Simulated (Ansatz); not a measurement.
Ti: zone-centre modes

Method: DFT PBE, scalar-relativistic, plane waves, PAW in Ansatz. The runs took a 420 eV cutoff, a Γ-centred 24×24×14 mesh and Gaussian smearing (0.15 eV). No spin polarisation.

The undisturbed cell (relaxed at this level):

```xyz
2
Lattice="2.9385 0.0000 0.0000 -1.4692 2.5448 0.0000 0.0000 0.0000 4.6506" Properties=species:S:1:pos:R:3 pbc="T T T"
Ti    0.0000    1.6965    1.1627
Ti    1.4692    0.8483    3.4880
```

Harmonic modes by finite displacements of 0.02 Å, without the LO–TO term.

Problem. At this geometry, is the structure stable against these modes?

Solution. Yes: no mode is imaginary beyond 10 cm⁻¹, and only the three translations lie near zero.

Problem. List the wavenumbers in cm⁻¹.

Solution. 0, 0, 0, 130, 130, 184.

Cost: 1 run of about 2.3 core-minutes, on Arm Neoverse V2 (shared hosts).